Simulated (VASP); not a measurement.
A run of VASP 6.6.1 is set up as follows.

Contents of INCAR:

```
SYSTEM = ZrSe2
PREC = Accurate ; ENCUT = 600
EDIFF = 1E-7 ; ISMEAR = 0
SIGMA = 0.03 ; LREAL = .False.
LASPH = .True. ; NELM = 80
ALGO = Normal ; ISIF = 3
LWAVE = .False. ; LCHARG = .False.
IBRION = 2 ; NSW = 90
EDIFFG = -0.005
```

File KPOINTS:

```
Automatic mesh
0
Gamma
  9 9 5
  0 0 0
```

POSCAR

```
ZrSe2                                   
1.0
    3.6953114028     -0.0000000000      0.0000000000
   -1.8476557014      3.2002335498     -0.0000000000
    0.0000000000      0.0000000000      5.9406058194
  Zr              Se            
     1     2
Direct
     0.0000000000000000    0.0000000000000000    0.0000000000000000
     0.3333333332999970    0.6666666667000030    0.2670411725581875
     0.6666666667000030    0.3333333332999970    0.7329588274418125
```

Potentials or basis: VASP PAW LDA potentials, release 64 (Zr_sv, Se).

Launch:

```sh
$ cat potpaw_LDA.64/Zr_sv/POTCAR potpaw_LDA.64/Se/POTCAR > POTCAR
$ mpirun -np 1 vasp_std > vasp.out
```

Q: Estimate the space group after relaxing (to 0.05 Å).

A: P-3m1 (No. 164).

Q: Estimate the relaxed volume.

A: 23.44 Å³/atom.

Final structure:
```cif
data_structure
_symmetry_space_group_name_H-M 'P 1'
_symmetry_Int_Tables_number 1
_cell_length_a 3.6960
_cell_length_b 3.6960
_cell_length_c 5.9446
_cell_angle_alpha 90.000
_cell_angle_beta 90.000
_cell_angle_gamma 120.000
_cell_volume 70.33
loop_
_atom_site_label
_atom_site_type_symbol
_atom_site_fract_x
_atom_site_fract_y
_atom_site_fract_z
_atom_site_occupancy
Zr1 Zr 0.00000 0.00000 0.00000 1
Se1 Se 0.33333 0.66667 0.26686 1
Se2 Se 0.66667 0.33333 0.73314 1
```
